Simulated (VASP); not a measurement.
The system is MnS.

```
Mn S
1.0
    -1.83000   -1.05655    5.94184
     1.83000   -1.05655    5.94184
     0.00000    2.11310    5.94184
Mn S
2 2
Direct
  0.00000 0.00000 0.00000
  0.50000 0.50000 0.50000
  0.25000 0.25000 0.25000
  0.75000 0.75000 0.75000
```

The cell is a database's computed one.

Base run:

- Program: VASP 6.6.1
- Functional: PBEsol
- Potentials or basis: VASP PAW PBE potentials, release 64 (Mn_pv, S)
- Cutoff: 520 eV
- k mesh: 9 × 9 × 9
- Occupations: fermi-dirac, width 0.05 eV
- Spin: collinear spin, antiferromagnetic start
- Starting moments: [4.0, -4.0, 0.0, 0.0] μB
- Hubbard terms: Mn d U = 2 eV

Its results: band gap on the k mesh 1.54 eV; pressure -1.9 GPa; net moment 0.00 μB per cell; site moments Mn +4.35, -4.35; S +0.00 μB.

Question: The run is repeated on the same cell with these changes: hubbard terms from Mn d U = 2 eV to Mn d U = 3 eV. What comes out?

Answer: Band gap on the k mesh 1.89 eV; pressure -0.4 GPa; net moment 0.00 μB per cell; site moments Mn +4.42, -4.42; S +0.00 μB.

Caveats: the PAW data sets were made with another functional, which shifts forces and pressure a little; an odd mesh through Γ misses points on the zone boundary, where band edges often lie.
